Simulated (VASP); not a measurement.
**From an Ansatz input to VASP: BAs (CsCl)**

Ansatz input

```yaml
crystal:
  lattice:
    - [2.9310173975, 0.0, 0.0]
    - [0.0, 2.9310173975, 0.0]
    - [0.0, 0.0, 2.9310173975]
  atoms:
    - { symbol: B, position: [0.0, 0.0, 0.0] }
    - { symbol: As, position: [0.5, 0.5, 0.5] }
kpoints:
  mp_grid: { grid: [8, 8, 8] }
hamiltonian:
  xc: pbesol
scf:
  occupations: { method: fermi_dirac, width: 0.02 }
relax:
  f_tol: 0.005
  cell: {}
```

**Question.** Which VASP files do the same job?

**Answer.** 

INCAR

```
LCHARG = .FALSE.
ENCUT = 600
LREAL = .FALSE.
SIGMA = 0.02
GGA = PS
NSW = 40
EDIFFG = -5E-3
NBANDS = 11
LASPH = .TRUE.
EDIFF = 1E-7
ISMEAR = -1
LWAVE = .FALSE.
NELM = 120
ISIF = 3
IBRION = 2
PREC = Accurate
```

KPOINTS

```
KPOINTS created by Atomic Simulation Environment
0
Gamma
8 8 8
0 0 0
```

POSCAR

```
B  As
 1.0000000000000000
     2.9310173974582887   -0.0000000000000000    0.0000000000000000
    -0.0000000000000000    2.9310173974582887    0.0000000000000000
     0.0000000000000000    0.0000000000000000    2.9310173974582887
 B   As
   1   1
Cartesian
 -0.0000000000000000  0.0000000000000000 -0.0000000000000000
  1.4655086987291444  1.4655086987291444  1.4655086987291444
```

VASP ran with the recommended PBE PAW datasets (8 valence electrons in the cell). Other inputs would serve too.

|  | Ansatz | VASP |
| --- | --- | --- |
| relaxed cell vector lengths | 2.894, 2.894, 2.894 Å | 2.897, 2.897, 2.897 Å |
| relaxed cell volume | 24.24 Å³ | 24.33 Å³ |

The two codes use different PAW datasets and cutoffs. VASP's cell holds 8 valence electrons and Ansatz's 18.
